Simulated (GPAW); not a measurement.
Input of a GPAW 26.7.0 run:

The input run.py:

```python
import numpy as np
from ase import Atoms
from ase.dft.bandgap import bandgap
from ase.io import write
from ase.units import GPa
from gpaw import GPAW, PW
from gpaw.spinorbit import soc_eigenstates

atoms = Atoms(['Sn', 'Sn'],
              cell=[[0.0, 3.2333428, 3.2333428],
                    [3.2333428, 0.0, 3.2333428],
                    [3.2333428, 3.2333428, 0.0]],
              scaled_positions=[[0.75, 0.75, 0.75],
                                [0.5, 0.5, 0.5]],
              pbc=True)

calc = GPAW(mode=PW(600),
            xc='MGGA_X_R2SCAN+MGGA_C_R2SCAN',
            kpts={'size': (6, 6, 6), 'gamma': True},
            occupations={'name': 'fermi-dirac', 'width': 0.05},
            nbands=24,
            convergence={'density': 1e-05, 'energy': 1e-05},
            maxiter=150,
            txt='gpaw.txt')
atoms.calc = calc
energy = atoms.get_potential_energy()
forces = atoms.get_forces()
stress = atoms.get_stress()
calc.write('gs.gpw')
write('result.traj', atoms)
print(f'Energy: {energy:.6f} eV')
print('Forces (eV/A):')
print(forces.round(4))
print('Stress (GPa):', (stress / GPa).round(3))
print('Fermi level:', round(calc.get_fermi_level(), 4), 'eV')
print(f'Gap: {bandgap(calc)[0]:.4f} eV, direct: {bandgap(calc, direct=True)[0]:.4f} eV')

path = atoms.cell.bandpath('GXWKGLUWLK,UX', npoints=100, eps=1e-4)
bs_calc = calc.fixed_density(kpts=path, symmetry='off', nbands=38,
                             convergence={'bands': 'CBM+6.0', 'eigenstates': 1e-6}, txt='bands.txt')
bs = bs_calc.band_structure()
bs.write('bs.json')
print(f'Gap on the path: {bandgap(bs_calc)[0]:.4f} eV')

soc = soc_eigenstates(bs_calc, theta=90, phi=45, ignore_xc_potential=True)
np.savetxt('soc_bands.dat', soc.eigenvalues(), fmt='%.4f')
mesh = soc_eigenstates('gs.gpw', theta=90, phi=45, ignore_xc_potential=True)
np.savetxt('soc_mesh.dat', mesh.eigenvalues(), fmt='%.4f')
print('Fermi level with spin-orbit coupling:', round(mesh.fermi_level, 4), 'eV')
```

Potentials or basis: GPAW PAW data sets (gpaw-data 1.2.1), pw.

Run with:

```bash
$ OMP_NUM_THREADS=1 python run.py
```

Problem. Predict the pressure.

Solution. 2.1 GPa.

Problem. Predict the band gap along the path.

Solution. None (metal or under the smearing width).

Levels at the corners of the path, in eV from the Fermi level:
```csv
point,band 24,band 25,band 26,band 27,band 28,band 29,band 30,band 31,band 32,band 33
Γ,-0.59,-0.36,-0.36,0.13,0.13,0.13,0.13,1.77,1.77,2.28
X,-7.99,-2.84,-2.84,-2.84,-2.84,0.81,0.81,0.81,0.81,8.09
W,-7.89,-3.52,-3.52,-3.33,-3.33,3.40,3.40,3.74,3.74,4.12
K,-7.47,-3.78,-3.78,-2.45,-2.45,1.10,1.10,3.47,3.47,6.01
Γ,-0.59,-0.36,-0.36,0.13,0.13,0.13,0.13,1.77,1.77,2.28
L,-6.74,-1.64,-1.64,-1.18,-1.18,0.07,0.07,3.15,3.15,3.37
U,-7.47,-3.78,-3.78,-2.45,-2.45,1.10,1.10,3.47,3.47,6.01
W,-7.89,-3.52,-3.52,-3.33,-3.33,3.40,3.40,3.74,3.74,4.12
L,-6.74,-1.64,-1.64,-1.18,-1.18,0.07,0.07,3.15,3.15,3.37
K,-7.47,-3.78,-3.78,-2.45,-2.45,1.10,1.10,3.47,3.47,6.01
U,-7.47,-3.78,-3.78,-2.45,-2.45,1.10,1.10,3.47,3.47,6.01
X,-7.99,-2.84,-2.84,-2.84,-2.84,0.81,0.81,0.81,0.81,8.09
```

Caveat: spin-orbit coupling was added after a scalar SCF, so levels and gaps hold it while energy, forces, pressure and moments don't; this program's spin-orbit splittings come out too wide for heavy elements; the PAW data sets were made with another functional, which shifts forces and pressure a little.
